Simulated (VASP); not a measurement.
Write the native input for VASP 6.6.1 that does the following.

```yaml
Task: single point
Functional: PBEsol
Potentials_or_basis: VASP PAW PBE potentials, release 64 (Al, Ga_d, N)
Cutoff: 520 eV
k_mesh: 6 × 6 × 6
Occupations: gaussian, width 0.01 eV
Spin: no spin polarisation
Dipole_correction: no
Further_INCAR_settings: ALGO = Normal; EDIFF = 1e-07; NBANDS = 21
```

The structure of AlGaN2 lies in POSCAR:

```
AlGaN2
1.0
    1.5677238935      0.9051258119      5.1201613484
   -1.5677238935      0.9051258119      5.1201613484
    0.0000000000     -1.8102516238      5.1201613484
Al Ga N
1 1 2
Direct
    1.0002576467      0.0002576467      0.0002576467
    0.4997971947      0.4997971947      0.4997971947
    0.3723428200      0.3723428200      0.3723428200
    0.8776023386      0.8776023386      0.8776023386
```

The cell was built by a generator and needn't be a form met in nature.

The input as run:

INCAR

```
SYSTEM = AlGaN2
PREC = Accurate
ENCUT = 520
EDIFF = 1E-7
ISMEAR = 0
SIGMA = 0.01
LREAL = .False.
LASPH = .True.
NELM = 100
ALGO = Normal
ISIF = 2
LWAVE = .False.
LCHARG = .False.
GGA = PS
NBANDS = 21
```

KPOINTS

```
Automatic mesh
0
Gamma
  6 6 6
  0 0 0
```

Potentials or basis: VASP PAW PBE potentials, release 64 (Al, Ga_d, N).

Run with:

```sh
$ cat potpaw_PBE.64/Al/POTCAR potpaw_PBE.64/Ga_d/POTCAR potpaw_PBE.64/N/POTCAR > POTCAR
$ mpirun -np 1 vasp_std > vasp.out
```

It gave:

```
Pressure               : 0.4 GPa
Largest force          : 0.076 eV/Å
Band gap on the k mesh : 2.68 eV, direct
```

Caveat: the PAW data sets were made with another functional, which shifts forces and pressure a little.

Run time: 25 s on 1 thread of Intel(R) Xeon(R) 6975P-C (Granite Rapids) (shared host), peak memory 0.24 GiB.
